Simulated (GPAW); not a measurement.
# BaTe (Fm-3m) in GPAW: single point with PBE0-1/3

Aim: the single point of BaTe with PBE0-1/3.

All numbers are computed with GPAW 26.7.0; they aren't measurements. Logs are shortened: lines on timing, memory, paths and dates and some standing lists are left out, and cuts for length are marked. The log counts tension as positive stress, the text compression.

## 1. The crystal as given

Symmetry: Fm-3m, No. 225, cubic system. The conventional cell has a = 6.820 Å, b = 6.820 Å, c = 6.820 Å, α = 90.00°, β = 90.00°, γ = 90.00°. Ba (site symmetry m-3m) is surrounded by 6 Te at 3.41 Å. Te (site symmetry m-3m) has 6 Ba at 3.41 Å as nearest neighbours.

## 2. Single point, PBE0-1/3

File run.py:

```python
from ase.dft.bandgap import bandgap
from ase.io import read, write
from gpaw import GPAW, PW

atoms = read('BaTe.cif')

calc = GPAW(mode=PW(450),
            xc={'name': 'HYB_GGA_XC_PBE0_13', 'fraction': 0.3333333333333333, 'omega': 0.0, 'backend': 'pw'},
            kpts={'size': (3, 3, 3), 'gamma': True},
            occupations={'name': 'fermi-dirac', 'width': 0.05},
            nbands=13,
            convergence={'density': 1e-05, 'energy': 1e-05},
            maxiter=60,
            txt='gpaw.txt')
atoms.calc = calc
energy = atoms.get_potential_energy()
calc.write('gs.gpw')
write('result.traj', atoms)
print(f'Energy: {energy:.6f} eV')
print('Fermi level:', round(calc.get_fermi_level(), 4), 'eV')
print(f'Gap: {bandgap(calc)[0]:.4f} eV, direct: {bandgap(calc, direct=True)[0]:.4f} eV')
```

File BaTe.cif:

```cif
data_BaTe
_cell_length_a 4.82246825
_cell_length_b 4.82246825
_cell_length_c 4.82246825
_cell_angle_alpha 60.00000000
_cell_angle_beta 60.00000000
_cell_angle_gamma 60.00000000
_space_group_name_H-M_alt 'P1'
_space_group_name_Hall 'P 1'
_space_group_IT_number 1
loop_
_space_group_symop_operation_xyz
'x,y,z'
loop_
_atom_site_label
_atom_site_type_symbol
_atom_site_symmetry_multiplicity
_atom_site_Wyckoff_symbol
_atom_site_fract_x
_atom_site_fract_y
_atom_site_fract_z
_atom_site_occupancy
Ba1 Ba 1 a 0.0000000000 0.0000000000 0.0000000000 1
Te1 Te 1 a 0.5000000000 0.5000000000 0.5000000000 1
```

Potentials or basis: GPAW PAW data sets (gpaw-data 1.2.1), pw.

The run is started by

```sh
$ OMP_NUM_THREADS=1 python run.py
```

gpaw.txt:

```text
__  _  _
 | _ |_)|_||  |
 |__||  | ||/\| - 26.7.0

Input parameters:
  mode=PW(ecut=450.00000000000006),
  convergence={'density': 1e-05, 'energy': 1e-05},
  kpts=MonkhorstPack(size=(3, 3, 3), gamma=True),
  maxiter=60,
  nbands=13,
  occupations=Occupations(name='fermi-dirac', width=0.05),
  xc=XC(name='HYB_GGA_XC_PBE0_13', fraction=0.3333333333333333, omega=0.0, backend='pw')

Diagonalizing LCAO Hamiltonian
Converting LCAO to pw mode

                     Te

       Ba

Atoms  # Å, Bohr magnetons
|   | symbol |        x |        y |        z |    initial magnetic moments |
|---|--------|----------|----------|----------|-----------------------------|
| 0 |     Ba | 0.000000 | 0.000000 | 0.000000 | ( 0.0000,  0.0000,  0.0000) |
| 1 |     Te | 4.822468 | 2.784253 | 1.968764 | ( 0.0000,  0.0000,  0.0000) |

Unit cell  # Å
| periodic |        x |        y |        z |  lengths |    angles |
|----------|----------|----------|----------|----------|-----------|
|      yes | 4.822468 | 0.000000 | 0.000000 | 4.822468 | 60.000000 |
|      yes | 2.411234 | 4.176380 | 0.000000 | 4.822468 | 60.000000 |
|      yes | 2.411234 | 1.392127 | 3.937529 | 4.822468 | 60.000000 |

Number of symmetries: 48
Symmetry operations  # r_c * U_cc + t_c -> r_c
|    | kind |            matrix            |
|----|------|------------------------------|
|  0 |  σ   |  1, 0, 0,  1, 0,-1,  1,-1, 0 |
|  1 |  C2  |  1, 0, 0,  1,-1, 0,  1, 0,-1 |
|  2 |  E   |  1, 0, 0,  0, 1, 0,  0, 0, 1 |
|  3 |  σ   |  1, 0, 0,  0, 0, 1,  0, 1, 0 |
|  4 |  C4  |  1, 0,-1,  1, 0, 0,  1,-1, 0 |
|  5 |  S6  |  1, 0,-1,  1,-1, 0,  1, 0, 0 |
|  6 |  σ   |  1, 0,-1,  0, 1,-1,  0, 0,-1 |
|  7 |  C3  |  1, 0,-1,  0, 0,-1,  0, 1,-1 |
|  8 |  S6  |  1,-1, 0,  1, 0, 0,  1, 0,-1 |
|  9 |  C4  |  1,-1, 0,  1, 0,-1,  1, 0, 0 |
| 10 |  C3  |  1,-1, 0,  0,-1, 1,  0,-1, 0 |
| 11 |  σ   |  1,-1, 0,  0,-1, 0,  0,-1, 1 |
| 12 |  σ   |  0, 1, 0,  1, 0, 0,  0, 0, 1 |
| 13 |  C4  |  0, 1, 0,  0, 1,-1, -1, 1, 0 |
| 14 |  C3  |  0, 1, 0,  0, 0, 1,  1, 0, 0 |
| 15 |  S6  |  0, 1, 0, -1, 1, 0,  0, 1,-1 |
| 16 |  C2  |  0, 1,-1,  1, 0,-1,  0, 0,-1 |
| 17 |  σ   |  0, 1,-1,  0, 1, 0, -1, 1, 0 |
| 18 |  S4  |  0, 1,-1,  0, 0,-1,  1, 0,-1 |
| 19 |  C4  |  0, 1,-1, -1, 1, 0,  0, 1, 0 |
| 20 |  C3  |  0, 0, 1,  1, 0, 0,  0, 1, 0 |
| 21 |  σ   |  0, 0, 1,  0, 1, 0,  1, 0, 0 |
| 22 |  S6  |  0, 0, 1,  0,-1, 1, -1, 0, 1 |
| 23 |  C4  |  0, 0, 1, -1, 0, 1,  0,-1, 1 |
| 24 |  S4  |  0, 0,-1,  1, 0,-1,  0, 1,-1 |
| 25 |  C3  |  0, 0,-1,  0, 1,-1,  1, 0,-1 |
| 26 |  C2  |  0, 0,-1,  0,-1, 0, -1, 0, 0 |
| 27 |  S6  |  0, 0,-1, -1, 0, 0,  0,-1, 0 |
| 28 |  S4  |  0,-1, 1,  1,-1, 0,  0,-1, 0 |
| 29 |  C4  |  0,-1, 1,  0, 0, 1, -1, 0, 1 |
| 30 |  C2  |  0,-1, 1,  0,-1, 0,  1,-1, 0 |
| 31 |  σ   |  0,-1, 1, -1, 0, 1,  0, 0, 1 |
| 32 |  C3  |  0,-1, 0,  1,-1, 0,  0,-1, 1 |
| 33 |  S6  |  0,-1, 0,  0, 0,-1, -1, 0, 0 |
| 34 |  S4  |  0,-1, 0,  0,-1, 1,  1,-1, 0 |
| 35 |  C2  |  0,-1, 0, -1, 0, 0,  0, 0,-1 |
| 36 |  C2  | -1, 1, 0,  0, 1, 0,  0, 1,-1 |
| 37 |  S6  | -1, 1, 0,  0, 1,-1,  0, 1, 0 |
| 38 |  S4  | -1, 1, 0, -1, 0, 1, -1, 0, 0 |
| 39 |  C3  | -1, 1, 0, -1, 0, 0, -1, 0, 1 |
| 40 |  S6  | -1, 0, 1,  0, 0, 1,  0,-1, 1 |
| 41 |  C2  | -1, 0, 1,  0,-1, 1,  0, 0, 1 |
| 42 |  C3  | -1, 0, 1, -1, 1, 0, -1, 0, 0 |
| 43 |  S4  | -1, 0, 1, -1, 0, 0, -1, 1, 0 |
| 44 |  C2  | -1, 0, 0,  0, 0,-1,  0,-1, 0 |
| 45 |  i   | -1, 0, 0,  0,-1, 0,  0, 0,-1 |
| 46 |  σ   | -1, 0, 0, -1, 1, 0, -1, 0, 1 |
| 47 |  C2  | -1, 0, 0, -1, 0, 1, -1, 1, 0 |

BZ-sampling:
  Number of BZ points: 27
  Number of IBZ points: 4

  Monkhorst-Pack size: [3, 3, 3]
  Monkhorst-Pack shift: [0, 0, 0]

K-points  # in reciprocal-cell coordinates
|   |                                coordinates |     weight |
|---|--------------------------------------------|------------|
| 0 | (  0.00000000,   0.00000000,   0.00000000) | 0.03703704 |
| 1 | (  0.33333333,   0.33333333,  -0.33333333) | 0.44444444 |
| 2 | (  0.33333333,   0.33333333,   0.00000000) | 0.22222222 |
| 3 | (  0.33333333,   0.33333333,   0.33333333) | 0.29629630 |

Plane wave coefficients: 1759
Cutoff: 450.00000000000006 eV

Spin-components: 1 (collinear spins)
Bands:           13
Projectors:      11
Spin-degeneracy: 2
Datatype:        complex128

Parallelization:
  kpt:    1
  domain: 1
  band:   1

Density:
  Valence electrons: 16.0
  Components: 1
  Grid points: [24 24 24]
  Charge: 0.0  # |e|

Potential:
  Grid points: [24 24 24]

species:
  Ba:
    name:    Barium
    Z:       56.0
    valence: 10
    core:    46
    charge:  0.0  # [|e|]
    compensation charges:
      type: gauss
      rc: 0.37  # [Å]
      lmax: 2
    cutoffs:
      filter: 2.06  # [Å]
      core: 2.33  # [Å]
    projectors
    | kind |    occ | energy [eV] | rcut [Å] |
    |------|--------|-------------|----------|
    |   5s |  2.000 |     -33.644 |    1.164 |
    |   6s |  2.000 |      -3.229 |    1.164 |
    |   5p |  6.000 |     -18.744 |    1.164 |
    |    p |        |       0.000 |    1.164 |
    |    d |        |       0.000 |    1.164 |
    |    d |        |      27.211 |    1.164 |

    Using partial waves for Ba as LCAO basis

  Te:
    name:    Tellurium
    Z:       52.0
    valence: 6
    core:    46
    charge:  0.0  # [|e|]
    compensation charges:
      type: gauss
      rc: 0.36  # [Å]
      lmax: 2
    cutoffs:
      filter: 2.09  # [Å]
      core: 3.17  # [Å]
    projectors
    | kind |    occ | energy [eV] | rcut [Å] |
    |------|--------|-------------|----------|
    |   5s |  2.000 |     -15.089 |    1.180 |
    |   5p |  4.000 |      -5.955 |    1.196 |
    |    s |        |      12.123 |    1.180 |
    |    p |        |      21.256 |    1.196 |
    |    d |        |       0.000 |    1.238 |

    Using partial waves for Te as LCAO basis

Reference energy: -406068.525945  # eV

eigensolver:
  PPCG
  Converge bands: occupied
  niter=2

density mixing:
  MSR1-Mixer
  Pratt-step length: 0.05
  Maximum mixing coefficient: 0.75
  Old densities: 10
  SVD Regularization: 0.005
  Good broyden scale: 1.0
  Trust region scale: 1.0
  Backstep threshold: 4.0
  History deletion threshold: 6.0
  Fourier metric: weight=20.0, sigma=0.015

occupation numbers:
  Fermi-Dirac:
    width: 0.0500  # eV

poisson solver:
  ecut: 3600.0000000000005  # eV

xc functional:
  name: HYB_GGA_XC_PBE0_13 with 2 nearest neighbor stencil

convergence criteria:
- Maximum integral of absolute [dens]ity change: 1e-05 electrons / valence electron
- Maximum [total energy] change in last 3 cyles: 1e-05 eV / valence electron
- Maximum integral of absolute [eigenst]ate change: 4e-08 eV^2 / valence electron
maximum number of iterations: 60

IBZ(<points: 4, symmetries: 48>)
Occupied bands: 8
SCF iterations
|iter     | |      energy | eigst |  dens |
|---------|-|-------------|-------|-------|
|iter:   1| |-3355.373836 | -0.10 |       |
|iter:   2| |  -18.752476 | -0.28 | -0.75 |
|iter:   3| |  -19.255536 | -1.58 | -1.05 |
|iter:   4| |  -19.195176 | -2.49 | -1.14 |
|iter:   5| |  -19.164410 | -2.57 | -1.27 |
|iter:   6| |  -19.171665 | -2.96 | -1.46 |
|iter:   7| |  -19.159800 | -3.65 | -1.62 |
|iter:   8| |  -19.157798 | -3.74 | -2.03 |
|iter:   9| |  -19.158123 | -4.93 | -2.39 |
|iter:  10| |  -19.158006 | -4.72 | -2.48 |
|iter:  11| |  -19.157846 | -5.79 | -2.57 |
|iter:  12| |  -19.157602 | -5.07 | -2.65 |
|iter:  13| |  -19.157616 | -5.28 | -3.13 |
|iter:  14| |  -19.157614c| -6.77 | -3.42 |
|iter:  15| |  -19.157610c| -6.62 | -3.64 |
|iter:  16| |  -19.157611c| -8.04c| -4.51 |
|iter:  17| |  -19.157611c| -8.21c| -4.53 |
|iter:  18| |  -19.157611c|-10.18c| -4.88 |
|iter:  19| |  -19.157611c| -9.78c| -5.28c|

Converged in 19 steps
Energy contributions relative to reference atoms: (reference = -406068.525945)

Energy contributions:
  Kinetic:           1.089764
  Coulomb:           2.024618
  Zero:             -0.894444
  External:          0.000000
  Xc:             3321.987523
  Entropy:          -0.000000
  Spinorbit:         0.000000
  Hybrid_Xc_Cc:     -3277.026919
  Hybrid_Xc_Vc:       -20.961380
  Hybrid_Xc_Vv:       -45.376774
  ----------------------------
  Free energy:     -19.157611
  Extrapolated:    -19.157611

dipole moment: (-58.235781, -33.622444, -23.774658)  # |e|*Ang

Fermi level: 5.374
Eigenvalues  # (at kpt = [0.000, 0.000, 0.000])
| band index |      eig [eV] | occ [0-2] |
|------------|---------------|-----------|
|          0 |       -25.212 |     2.000 |
|          1 |        -8.995 |     2.000 |
|          2 |        -8.995 |     2.000 |
|          3 |        -8.995 |     2.000 |
|          4 |        -6.747 |     2.000 |
|          5 |         4.222 |     2.000 |
|          6 |         4.222 |     2.000 |
|          7 |         4.222 |     2.000 |
|          8 |         9.157 |     0.000 |
|          9 |         9.157 |     0.000 |
|         10 |         9.157 |     0.000 |
|         11 |         9.483 |     0.000 |
|         12 |         9.866 |     0.000 |

Gap: 3.499 eV
Transition (v -> c):
  (s=0, k=0, n=7, [0.00, 0.00, 0.00]) -> (s=0, k=2, n=8, [0.33, 0.33, 0.00])
Direct/indirect transitions are different
Direct gap: 3.929 eV
Transition at: (s=0, k=2, n=7, [0.33, 0.33, 0.00])
# Writing to gs.gpw (mode='')
```

Run time: 21 min. Hardware: 1 thread of Arm Neoverse N1, shared host; peak memory 0.23 GiB.

What came out:

| Quantity | Value |
| --- | --- |
| Free energy | -19.1576 eV |
| Band gap on the k mesh | 3.50 eV, indirect (least direct gap 3.93 eV) |

Caveat: the k mesh is coarse (spacing up to 0.53 Å⁻¹), so the values aren't converged, least of all with exact exchange; exact exchange converges slowly with the k mesh, and this mesh is small; spin-orbit coupling is left out, which moves the levels of the heavy elements; an odd mesh through Γ misses points on the zone boundary, where band edges often lie.
